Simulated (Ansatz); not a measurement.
**All-electron equations of state of elemental crystals**

All-electron LAPW (Ansatz 0.2.0), scalar-relativistic, no spin, Fermi–Dirac smearing 0.136 eV, k-meshes of 8 to 18 points an axis; Birch–Murnaghan fits to pressures. Some or most of these lattices are hypothetical for the element, and V0 is the minimum nearest the starting volume; lattices without a usable fit are left out; mesh and smearing are coarse, and magnetic elements are treated as non-magnetic.

| element | lattice | functional | V0 (Å³/atom) | B0 (GPa) | B′ | k-points per axis |
| --- | --- | --- | --- | --- | --- | --- |
| Fe | bcc | LDA | 9.86 | 316 | 4.6 | 17 |
| Fe | bcc | PBE | 10.56 | 260 | 4.6 | 17 |
| Fe | diamond | LDA | 13.46 | 188 | 4.4 | 10 |
| Fe | diamond | PBE | 14.51 | 153 | 4.5 | 9 |
| Fe | fcc | LDA | 9.63 | 339 | 4.6 | 17 |
| Fe | fcc | PBE | 10.29 | 280 | 4.6 | 16 |
| Fe | fcc | PBEsol | 9.90 | 313 | 4.6 | 16 |
| Fe | sc | LDA | 10.86 | 249 | 4.5 | 15 |
| Fe | sc | PBE | 11.72 | 202 | 4.5 | 14 |
| Fe | sc | PBEsol | 11.22 | 228 | 4.5 | 15 |

(1) Give V0 and B0 for diamond Fe in PBEsol.

(2) Give V0 and B0 for bcc Fe in PBEsol.

Results:

(1) 13.89 Å³/atom and 172.7 GPa.

(2) 10.15 Å³/atom and 292.0 GPa.
